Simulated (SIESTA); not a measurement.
Cu under changes of volume

One of the cells (11.687 Å³/atom); the others are scaled copies at fixed shape and fractional positions:

```xyz
1
Lattice="-1.4523 1.4523 1.3852 1.4523 -1.4523 1.3852 1.4523 1.4523 -1.3852" Properties=species:S:1:pos:R:3 pbc="T T T"
Cu    0.0000    0.0000    0.0000
```

This isn't the form of Cu at room conditions, which is fcc.

* Program: SIESTA 5.4.2
* Functional: PBEsol
* Potentials or basis: PseudoDojo 0.4 standard (PBEsol files)
* Basis: DZP (energy shift 0.003 Ry; two zetas on semicore shells)
* Grid cutoff: 800 Ry
* Energy shift: 0.003 Ry
* k mesh: 13 × 13 × 13
* Occupations: fermi-dirac, width 0.05 eV
* Spin: no spin polarisation

```csv
volume (Å³/atom),energy over the lowest point (meV/atom),pressure (GPa)
10.771,14.55,9.4
11.000,?,?
11.229,0.00,1.3
11.687,6.11,-5.4
11.916,15.73,-8.0
12.146,29.06,-10.4
```

What does the run at 11.000 Å³/atom give?

Energy over the lowest point 4.36 meV/atom; pressure 5.0 GPa.

Worked out: A Birch-Murnaghan fit of order 3 (a polynomial in V^(-2/3)) to the other rows has its minimum at 11.31 Å³/atom with B0 = V·E''(V) = 172 GPa and B' = 4.3 at fixed shape and positions, which overstates the stiffness. It gives 4.40 meV/atom at 11.000 Å³/atom, against the run's 4.36, and -dE/dV = 5.0 GPa, against 5.0.

Energies are extrapolated to zero smearing.

Caveats: short orbitals over semicore shells can move pressures by several GPa; the basis of atomic orbitals isn't converged, which shifts pressures, moduli and gaps.
